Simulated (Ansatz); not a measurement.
This Ansatz input for SiC was spoiled on purpose:

```yaml
crystal:
  lattice:
    - [0.0, 2.189850688, 2.189850688]
    - [2.189850688, 0.0, 2.189850688]
    - [2.189850688, 2.189850688, 0.0]
  atoms:
    - { symbol: Si, position: [0.0, 0.0, 0.0] }
    - { symbol: C, position: [0.75, 0.75, 0.75] }
basis:
  ecutwfc: 420
  ecutrho_ratio: 4
kpoints:
  mp_grid: { grid: [14, 14, 14] }
hamiltonian:
  xc: pbe
scf:
  occupations: { method: gaussian, width: 0.05 }
  mixing: { algorithm: anderson, beta: 1.0, ndim: 1, preconditioner: none }
  max_iter: 50
output:
  forces: true
  stress: true
```

Launched as:
```sh
ansatz run input.yaml --threads 4 --pin off --max-ram 7168MiB --backend cpu --events-out ev --progress --plain --runs-dir out
```

What is wrong with it?

Mixing far too strong. Against the sound input: scf.mixing: {"algorithm": "anderson", "beta": 1.0, "ndim": 1, "preconditioner": "none"} (the cap on iterations is only a precaution).

What the program printed:

SCF trace (energy estimate counted from the last row):
| iteration | ΔE (eV) | density residual (eV) |
| --- | --- | --- |
| 1 | 81.506 | 1.28e-3 |
| 2 | 81.505 | 2.59e-3 |
| 3 | 81.504 | 5.17e-3 |
| 4 | 81.502 | 1.03e-2 |
| 5 | 81.499 | 2.06e-2 |
| 6 | 81.492 | 4.12e-2 |
| 7 | 81.479 | 8.23e-2 |
| 8 | 81.452 | 1.65e-1 |
| 9 | 81.398 | 3.29e-1 |
| 10 | 81.293 | 6.62e-1 |
| 11 | 81.075 | 1.31e0 |
| … | … | … |
| 47 | -32.105 | 2.31e2 |
| 48 | -0.012 | 2.31e2 |
| 49 | -32.105 | 2.31e2 |
| 50 | 0.000 | 2.31e2 |

```
Error: did not converge after 50 iterations: dr2 = 2.31e2 (threshold 1.00e-7), under the density mixer `anderson`; raise `scf.max_iter`, which need not help a stalled SCF, or adjust the mixing (`scf.mixing`) or, under a smearing, its width (`scf.occupations.width`, in either direction: another width is another result); this SCF holds its density and magnetisation to the symmetry operations that it keeps, and cannot end on a state that breaks one of them: if the state sought breaks one, re-run with `crystal.symmetry.detect: false`, without `crystal.symmetry.time_reversal: true`, on a non-collinear deck whose state breaks time reversal, with `crystal.symmetry.time_reversal: false` beside it (there exact exchange or a DFT+U term alone can polarise the run; a magnetic state wants starting moments), where the deck allows it (that run may end on another state, and need not converge either); this run …
```

The run ended without convergence. It ran for 5.8 s on 4 threads of Arm Neoverse V2 (shared host), peak memory 0.26 GiB. The run before the change (PBE, 420 eV, 14×14×14 mesh) gave:

```tsv
run	P (GPa)	gap on the mesh (eV)	cell moment (μB)	largest force component (eV/Å)
sound	0.0	1.37	–	0.000
```

The chain of runs began from a cell as deposited in COD, expanded in volume. Of that entry: the entry's cell lengths or inner coordinates differ somewhat from later room-temperature determinations.

Of that run: Kohn–Sham gaps of semilocal functionals lie under measured ones, often by a third or more.
